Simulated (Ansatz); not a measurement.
Set up this calculation in Ansatz 0.2.0, as the native input.

- Task: single point
- Functional: PBE
- Potentials or basis: Ansatz PAW
- Cutoff: 420 eV (not typed: the program's choice for these potentials)
- k mesh: 9 × 9 × 9
- Occupations: gaussian, width 0.019 eV
- Spin: no spin polarisation

The system is AlRu.

```
Ru Al
1.0
     2.99160    0.00000    0.00000
     0.00000    2.99160    0.00000
     0.00000    0.00000    2.99160
Ru Al
1 1
Cartesian
  1.4958 1.4958 1.4958
  0.0000 0.0000 0.0000
```

One way to write it, as run:

input.yaml

```yaml
crystal:
  lattice:
    - [2.9916, 0.0, 0.0]
    - [0.0, 2.9916, 0.0]
    - [0.0, 0.0, 2.9916]
  atoms:
    - { symbol: Ru, position: [0.5, 0.5, 0.5] }
    - { symbol: Al, position: [0.0, 0.0, 0.0] }
hamiltonian:
  xc: pbe
  pseudopotentials: { kind: paw }
kpoints:
  mp_grid: { grid: [9, 9, 9] }
scf:
  occupations: { method: gaussian, width: 0.019 }
output:
  forces: true
  stress: true
  eigenvalues: true
```

Potentials or basis: Ansatz PAW.

Run with:

```console
$ ansatz run input.yaml --threads 2 --pin off --max-ram 5632MiB --backend cpu --events-out ev --progress --plain --runs-dir out
```

Results of the run:

- Pressure: 2.5 GPa
- Band gap on the k mesh: none (metal or under the smearing width)

Run time: 1.4 s on 2 threads of Intel(R) Xeon(R) Processor @ 2.50GHz (Skylake/Cascade Lake), with other jobs on the host, peak memory 0.3 GiB.
